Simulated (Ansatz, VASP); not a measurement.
C in VASP and in Ansatz

Contents of INCAR:

```
SYSTEM = C
PREC = Accurate
ENCUT = 520
EDIFF = 1E-7
ISMEAR = 0
SIGMA = 0.05
LREAL = .False.
LASPH = .True.
NELM = 80
ALGO = Normal
ISIF = 2
LWAVE = .False.
LCHARG = .False.
GGA = PE
NBANDS = 26
```

File KPOINTS:

```
regular mesh
0
Gamma
  12 12 4
  0 0 0
```

Contents of POSCAR:

```
C
1.0
    2.4550680292      0.0000000000      0.0000000000
   -1.2275340146      2.1261512813      0.0000000000
    0.0000000000      0.0000000000      8.5122028864
C
8
Direct
    0.0000000000      0.0000000000      0.0929681641
    0.0000000000      0.0000000000      0.5929681641
    0.0000000000      0.0000000000      0.4070318359
    0.0000000000      0.0000000000      0.9070318359
    0.3333333333      0.6666666667      0.1555285626
    0.6666666667      0.3333333333      0.6555285626
    0.3333333333      0.6666666667      0.3444714374
    0.6666666667      0.3333333333      0.8444714374
```

Input for Ansatz:

```yaml
crystal:
  lattice:
    - [2.4550680292, 0.0, 0.0]
    - [-1.2275340146, 2.1261512813, 0.0]
    - [0.0, 0.0, 8.5122028864]
  atoms:
    - { symbol: C, position: [0.0, 0.0, 0.0929681641] }
    - { symbol: C, position: [0.0, 0.0, 0.5929681641] }
    - { symbol: C, position: [0.0, 0.0, 0.4070318359] }
    - { symbol: C, position: [0.0, 0.0, 0.9070318359] }
    - { symbol: C, position: [0.3333333333, 0.6666666667, 0.1555285626] }
    - { symbol: C, position: [0.6666666667, 0.3333333333, 0.6555285626] }
    - { symbol: C, position: [0.3333333333, 0.6666666667, 0.3444714374] }
    - { symbol: C, position: [0.6666666667, 0.3333333333, 0.8444714374] }
basis:
  ecutwfc: 420
kpoints:
  mp_grid: { grid: [12, 12, 4] }
hamiltonian:
  xc: pbe
scf:
  occupations: { method: gaussian, width: 0.05 }
output:
  forces: true
  stress: true
  eigenvalues: true
```

Change from the starting cell: strain -0.025 along x and y, +0.025 along z, atoms carried along.

Alike in both runs: task single point; functional PBE; k mesh 12 × 12 × 4; occupations gaussian, width 0.05 eV; no spin polarisation.

```csv
,VASP,Ansatz
version,VASP 6.6.1,Ansatz 0.2.0
potentials or method,"VASP PAW PBE potentials, release 64 (C)","scalar-relativistic, plane waves, PAW"
plane-wave cutoff (eV),520,420
valence electrons in the cell,32,32
```

|  | VASP | Ansatz | Ansatz less VASP |
| --- | --- | --- | --- |
| gap on the k mesh at the Fermi level (eV) | 4.22 | 4.22 | +0.005 |
| least direct gap on the mesh (eV) | 4.22 | 4.22 | +0.005 |
| pressure (GPa) | 14.0 | 13.2 | -0.78 |
| largest component of the traceless stress (GPa) | 41.18 | 40.90 | -0.288 |
| rms of the force components (eV/Å) | 0.044 | 0.034 | -0.0096 |

Atom by atom the forces differ by 0.010 eV/Å (rms over components). With one functional, cell and mesh, what is left measures potentials, basis and numerics.
